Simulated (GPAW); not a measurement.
CdSe (Cadmoselite):

```xyz
4
Lattice="4.3000 0.0000 0.0000 -2.1500 3.7239 0.0000 0.0000 0.0000 7.0200" Properties=species:S:1:pos:R:3 pbc="T T T"
Cd    2.1500    1.2413    3.5100
Cd    0.0000    2.4826    0.0000
Se    2.1500    1.2413    6.2127
Se    0.0000    2.4826    2.7027
```

| Item | Value |
| --- | --- |
| Program | GPAW 26.7.0 |
| Task | relaxation of cell and atoms |
| Functional | RPBE |
| Dispersion | D3(BJ) |
| Potentials or basis | the program's PAW data sets (release 1.2.1) made for this functional |
| Cutoff | 600 eV |
| Basis | pw |
| k mesh | 5 × 5 × 3 |
| Occupations | fermi-dirac, width 0.05 eV |
| Spin | no spin polarisation |

At the start: pressure -3.7 GPa; volume 28.10 Å³/atom.

**Question.** How do energy, volume and symmetry change on relaxing?

**Answer.** Over 6 steps the energy falls by 30.5 meV/atom and the volume is 26.13 Å³/atom (-7.0 %); space group P6_3mc (No. 186, to 0.05 Å).

The path:
```
step  energy change (eV)  largest force (eV/Å)  pressure (GPa)  volume (Å³)
   1              0.0000                0.3155           -3.75       112.41
   2             -0.0249                0.2707           -3.46       111.62
   3             -0.1058                0.3585            0.01       104.70
   4             -0.1159                0.1170           -0.87       106.12
   5             -0.1182                0.1013           -0.66       105.75
   6             -0.1219                0.0086            0.03       104.54
```

Final structure:
```yaml
crystal:
  lattice:
    - [4.21087, 0.00000, 0.00000]
    - [-2.10543, 3.64672, 0.00000]
    - [0.00000, 0.00000, 6.80774]
  atoms:
    - { symbol: Cd, position: [0.66667, 0.33333, 0.50348] }
    - { symbol: Cd, position: [0.33333, 0.66667, 0.00348] }
    - { symbol: Se, position: [0.66667, 0.33333, 0.88151] }
    - { symbol: Se, position: [0.33333, 0.66667, 0.38151] }
```

Caveat: later steps reuse the first step's grids.
